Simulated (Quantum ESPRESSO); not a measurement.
# MgS (Niningerite) (Fm-3m) in Quantum ESPRESSO: equation of state, part 2 of 2

Quantum ESPRESSO 7.5.

## Step 5: Single point, PBEsol, 17.61 Å³/atom

Contents of pw.in:

```
&CONTROL
  calculation = 'scf'
  prefix = 'pwscf'
  outdir = './tmp'
  pseudo_dir = './pseudo'
  tprnfor = .true.
  tstress = .true.
  disk_io = 'nowf'
/
&SYSTEM
  ibrav = 0
  nat = 2
  ntyp = 2
  ecutwfc = 45
  ecutrho = 360
  nbnd = 14
  occupations = 'smearing'
  smearing = 'fd'
  degauss = 0.00367493
/
&ELECTRONS
  conv_thr = 4d-10
  electron_maxstep = 120
  mixing_beta = 0.5
/
ATOMIC_SPECIES
S     32.0600 s_pbesol_v1.4.uspp.F.UPF
Mg    24.3050 mg_pbesol_v1.4.uspp.F.UPF
CELL_PARAMETERS angstrom
   0.0000000000    2.6016500000    2.6016500000
   2.6016500000    0.0000000000    2.6016500000
   2.6016500000    2.6016500000    0.0000000000
ATOMIC_POSITIONS crystal
S      0.5000000000    0.5000000000    0.5000000000
Mg     0.0000000000    0.0000000000    0.0000000000
K_POINTS automatic
9 9 9 0 0 0
```

Potentials or basis: GBRV 1.5 PBEsol.

Launch:

```console
$ OMP_NUM_THREADS=1 mpirun -n 2 pw.x -nk 2 -in pw.in > pw.out
```

pw.out:

```text
This program is part of the open-source Quantum ESPRESSO suite
     for quantum simulation of materials; please cite
[... 6 lines left out ...]
     using ibrav=0 with symmetry is DISCOURAGED, use correct ibrav instead

     K-points division:     npool     =       2
     Subspace diagonalization in iterative solution of the eigenvalue problem:
     a serial algorithm will be used

     G-vector sticks info
     --------------------
     sticks:   dense  smooth     PW     G-vecs:    dense   smooth      PW
     Sum        1189     595    187                27317     9721    1687

     Using Slab Decomposition

     bravais-lattice index     =            0
     lattice parameter (alat)  =       6.9528  a.u.
     unit-cell volume          =     237.6694 (a.u.)^3
     number of atoms/cell      =            2
     number of atomic types    =            2
     number of electrons       =        16.00
     number of Kohn-Sham states=           14
     kinetic-energy cutoff     =      45.0000  Ry
     charge density cutoff     =     360.0000  Ry
     scf convergence threshold =      4.0E-10
     mixing beta               =       0.5000
     number of iterations used =            8  plain     mixing
     Exchange-correlation= SLA  PW   PSX  PSC
                           (   1   4  10   8   0   0   0)

     celldm(1)=   6.952848  celldm(2)=   0.000000  celldm(3)=   0.000000
     celldm(4)=   0.000000  celldm(5)=   0.000000  celldm(6)=   0.000000

     crystal axes: (cart. coord. in units of alat)
               a(1) = (   0.000000   0.707107   0.707107 )
               a(2) = (   0.707107   0.000000   0.707107 )
               a(3) = (   0.707107   0.707107   0.000000 )

     reciprocal axes: (cart. coord. in units 2 pi/alat)
               b(1) = ( -0.707107  0.707107  0.707107 )
               b(2) = (  0.707107 -0.707107  0.707107 )
               b(3) = (  0.707107  0.707107 -0.707107 )

     PseudoPot. # 1 for S  read from file:
     s_pbesol_v1.4.uspp.F.UPF
     Pseudo is Ultrasoft + core correction, Zval =  6.0
     Generated by new atomic code, or converted to UPF format
     Using radial grid of  907 points,  6 beta functions with:
                l(1) =   0
                l(2) =   0
                l(3) =   1
                l(4) =   1
                l(5) =   2
                l(6) =   2
     Q(r) pseudized with  8 coefficients,  rinner =    1.300   1.300   1.300
                                                       1.300   1.300

     PseudoPot. # 2 for Mg read from file:
     mg_pbesol_v1.4.uspp.F.UPF
     Pseudo is Ultrasoft, Zval = 10.0
     Generated by new atomic code, or converted to UPF format
     Using radial grid of  821 points,  7 beta functions with:
                l(1) =   0
                l(2) =   0
                l(3) =   0
                l(4) =   1
                l(5) =   1
                l(6) =   2
                l(7) =   2
     Q(r) pseudized with  8 coefficients,  rinner =    1.200   1.200   1.200
                                                       1.200   1.200

     atomic species   valence    mass     pseudopotential
     S                 6.00    32.06000     S ( 1.00)
     Mg               10.00    24.30500     Mg( 1.00)

     48 Sym. Ops., with inversion, found

   Cartesian axes

     site n.     atom                  positions (alat units)
         1        S      tau(   1) = (   0.7071068   0.7071068   0.7071068  )
         2        Mg     tau(   2) = (   0.0000000   0.0000000   0.0000000  )

     number of k points=    35  Fermi-Dirac smearing, width (Ry)=  0.0037
                       cart. coord. in units 2pi/alat
        k(    1) = (   0.0000000   0.0000000   0.0000000), wk =   0.0027435
        k(    2) = (   0.0785674   0.0785674  -0.0785674), wk =   0.0219479
        k(    3) = (   0.1571348   0.1571348  -0.1571348), wk =   0.0219479
        k(    4) = (   0.2357023   0.2357023  -0.2357023), wk =   0.0219479
        k(    5) = (   0.3142697   0.3142697  -0.3142697), wk =   0.0219479
        k(    6) = (   0.1571348   0.0000000  -0.0000000), wk =   0.0164609
[... 27 lines left out ...]
        k(   34) = (  -0.0000000  -0.4714045   0.6285394), wk =   0.0658436
        k(   35) = (  -0.0785674  -0.3928371   0.7071068), wk =   0.0658436

     Dense  grid:    27317 G-vectors     FFT dimensions: (  45,  45,  45)

     Smooth grid:     9721 G-vectors     FFT dimensions: (  30,  30,  30)

     Initial potential from superposition of free atoms

     starting charge      15.6997, renormalised to      16.0000
     Starting wfcs are    9 randomized atomic wfcs +    5 random wfcs

     Self-consistent Calculation

     iteration #  1     ecut=    45.00 Ry     beta= 0.50
     Davidson diagonalization with overlap
     ethr =  1.00E-02,  avg # of iterations =  7.7

     Threshold (ethr) on eigenvalues was too large:
     Diagonalizing with lowered threshold

     Davidson diagonalization with overlap
     ethr =  9.77E-04,  avg # of iterations =  1.0

     total energy              =    -149.32235116 Ry
     estimated scf accuracy    <       0.15546689 Ry
[... 43 lines left out ...]
     iteration #  8     ecut=    45.00 Ry     beta= 0.50
     Davidson diagonalization with overlap
     ethr =  6.19E-11,  avg # of iterations =  2.2

     End of self-consistent calculation

          k = 0.0000 0.0000 0.0000 (  1243 PWs)   bands (ev):

   -68.1828 -35.1390 -35.1390 -35.1390  -6.4988   6.1801   6.1801   6.1801
     9.7733  13.9939  13.9939  13.9939  16.3934  16.3934

          k = 0.0786 0.0786-0.0786 (  1224 PWs)   bands (ev):
[... 166 lines left out ...]
   -68.1824 -35.1436 -35.1429 -35.1414  -4.7877   2.5898   3.1617   4.0381
    11.3079  13.4232  13.7562  15.1844  19.6764  19.9387

     the Fermi energy is     7.4332 ev

!    total energy              =    -149.34613637 Ry
     estimated scf accuracy    <          6.4E-11 Ry
     smearing contrib. (-TS)   =      -0.00000000 Ry
     internal energy E=F+TS    =    -149.34613637 Ry

     The total energy is F=E-TS. E is the sum of the following terms:
     one-electron contribution =     -98.58173491 Ry
     hartree contribution      =      51.05610622 Ry
     xc contribution           =     -25.10703115 Ry
     ewald contribution        =     -76.71347653 Ry

     convergence has been achieved in   8 iterations

     Forces acting on atoms (cartesian axes, Ry/au):

     atom    1 type  1   force =     0.00000000    0.00000000    0.00000000
     atom    2 type  2   force =    -0.00000000    0.00000000    0.00000000

     Total force =     0.000000     Total SCF correction =     0.000000

     Computing stress (Cartesian axis) and pressure

          total   stress  (Ry/bohr**3)                   (kbar)     P=      -10.62
  -0.00007216  -0.00000000  -0.00000000          -10.62       -0.00       -0.00
  -0.00000000  -0.00007216  -0.00000000           -0.00      -10.62       -0.00
  -0.00000000  -0.00000000  -0.00007216           -0.00       -0.00      -10.62

=------------------------------------------------------------------------------=
   JOB DONE.
=------------------------------------------------------------------------------=
```

Wall time 7.6 s (2 MPI ranks of Arm Neoverse V2, shared host); peak memory 0.2 GiB.

Results:

| Item | Value |
| --- | --- |
| Free energy | -2031.9577 eV |
| Pressure | -1.1 GPa |
| Band gap on the k mesh | 2.84 eV, indirect (least direct gap 3.59 eV) |

Caveat: an odd mesh through Γ misses points on the zone boundary, where band edges often lie.

## Step 6: Single point, PBEsol, 17.96 Å³/atom

Changes to pw.in since step 5:

```diff
@@ -29,5 +29,5 @@
 CELL_PARAMETERS angstrom
-   0.0000000000    2.6016500000    2.6016500000
-   2.6016500000    0.0000000000    2.6016500000
-   2.6016500000    2.6016500000    0.0000000000
+   0.0000000000    2.6188799723    2.6188799723
+   2.6188799723    0.0000000000    2.6188799723
+   2.6188799723    2.6188799723    0.0000000000
 ATOMIC_POSITIONS crystal
```

Potentials or basis: GBRV 1.5 PBEsol.

Launch:

```console
$ OMP_NUM_THREADS=1 mpirun -n 2 pw.x -nk 2 -in pw.in > pw.out
```

Wall time 7.8 s (2 MPI ranks of Arm Neoverse V2, shared host); peak memory 0.22 GiB.

Results (log left out):

* Free energy: -2031.9502 eV
* Pressure: -2.5 GPa
* Band gap on the k mesh: 2.79 eV, indirect (least direct gap 3.44 eV)

Caveat: an odd mesh through Γ misses points on the zone boundary, where band edges often lie.

## Step 7: Single point, PBEsol, 18.31 Å³/atom

Changes to pw.in since step 6:

```diff
@@ -29,5 +29,5 @@
 CELL_PARAMETERS angstrom
-   0.0000000000    2.6188799723    2.6188799723
-   2.6188799723    0.0000000000    2.6188799723
-   2.6188799723    2.6188799723    0.0000000000
+   0.0000000000    2.6358861629    2.6358861629
+   2.6358861629    0.0000000000    2.6358861629
+   2.6358861629    2.6358861629    0.0000000000
 ATOMIC_POSITIONS crystal
```

Launch:

```console
$ OMP_NUM_THREADS=1 mpirun -n 2 pw.x -nk 2 -in pw.in > pw.out
```

It took 6.7 s on 2 MPI ranks of Arm Neoverse V2, shared host; peak memory 0.22 GiB.

Results (log left out):

```
Free energy            : -2031.9368 eV
Pressure               : -3.7 GPa
Band gap on the k mesh : 2.75 eV, indirect (least direct gap 3.30 eV)
```

Caveat: an odd mesh through Γ misses points on the zone boundary, where band edges often lie.

## Step 8: Single point, PBEsol, 18.67 Å³/atom

Changes to pw.in since step 7:

```diff
@@ -29,5 +29,5 @@
 CELL_PARAMETERS angstrom
-   0.0000000000    2.6358861629    2.6358861629
-   2.6358861629    0.0000000000    2.6358861629
-   2.6358861629    2.6358861629    0.0000000000
+   0.0000000000    2.6526756995    2.6526756995
+   2.6526756995    0.0000000000    2.6526756995
+   2.6526756995    2.6526756995    0.0000000000
 ATOMIC_POSITIONS crystal
```

Launch:

```console
$ OMP_NUM_THREADS=1 mpirun -n 2 pw.x -nk 2 -in pw.in > pw.out
```

Wall time 6.7 s (2 MPI ranks of Arm Neoverse V2, shared host); peak memory 0.22 GiB.

The run converged. Its results:

```yaml
Free_energy: -2031.9181 eV
Pressure: -4.9 GPa
Band_gap_on_the_k_mesh: 2.71 eV, indirect (least direct gap 3.16 eV)
```

Caveat: an odd mesh through Γ misses points on the zone boundary, where band edges often lie.

## Step 9: Equation of state, PBEsol

Potentials or basis: GBRV 1.5 PBEsol.

No new run: the results of the series are fitted here.

Results:

```
Equilibrium volume                      : 17.38 Å³/atom
Bulk modulus                            : 78 GPa
Pressure derivative of the bulk modulus : 4.1
```

Energy against volume, from the lowest point:
```
volume (Å³/atom)  energy (meV/atom)
          16.553              10.23
          16.905               3.11
          17.257               0.00
          17.609               0.50
          17.962               4.25
          18.314              10.96
          18.666              20.32
```
